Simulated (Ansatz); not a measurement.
Zincblende CdTe, relaxed with r2SCAN: 4 runs in the PAW code Ansatz, each a calculation of independent-particle optics. Space group F-43m (No. 216), cubic; a = 6.560 Å in the conventional setting, 35.29 Å³ an atom. Cd is surrounded by 4 Te at 2.84 Å; Te is surrounded by 4 Cd at 2.84 Å. Calculated for a static, non-magnetic cell.

```xyz
2
Lattice="0.0000 3.2800 3.2800 3.2800 0.0000 3.2800 3.2800 3.2800 0.0000" Properties=species:S:1:pos:R:3 pbc="T T T"
Cd    0.0000    0.0000    0.0000
Te    1.6400    1.6400    1.6400
```

On meshes this coarse, single peaks can be features of the mesh. No local fields, no excitons; the zone sum runs over the cells of the mesh, and ε∞ includes the bands left out of the spectrum. Up to four peaks are listed, those above 15 % of the tallest and inside the complete range; the four can differ from row to row. Rows marked drawn have settings drawn at random (some not listed).

| functional | k mesh | broadening (eV) | scissors (eV) | range (eV) | settings | direct gap on the mesh before scissors (eV) | ε∞ xx | ε∞ yy | ε∞ zz | complete up to (eV) | tallest peaks of mean ε₂ (eV) |
| --- | --- | --- | --- | --- | --- | --- | --- | --- | --- | --- | --- |
| PBE | 6×6×6 | 0.1 | 0.00 | 0–12 | chosen | 0.66 | 9.34 | 9.34 | 9.34 | 12.0 | 2.60 4.40 5.75 |
| r2SCAN | 6×6×6 | 0.1 | 0.00 | 0–12 | chosen | 1.16 | 7.68 | 7.68 | 7.68 | 12.0 | 3.05 4.75 6.10 |
| PBE | 6×6×6 | 0.1 | 0.86 (to HSE06) | 0–12 | chosen | 0.66 | 7.61 | 7.61 | 7.61 | 12.0 | 3.45 5.25 6.60 |
| PBE | 4×4×4 | 0.15 | 0.00 | 2–15 | drawn | 0.65 | 9.52 | 9.52 | 9.52 | 15.0 | 2.80 4.40 5.80 |

No spin-orbit coupling is included; it can move band edges with weight on the heavy atoms by tenths of an eV.
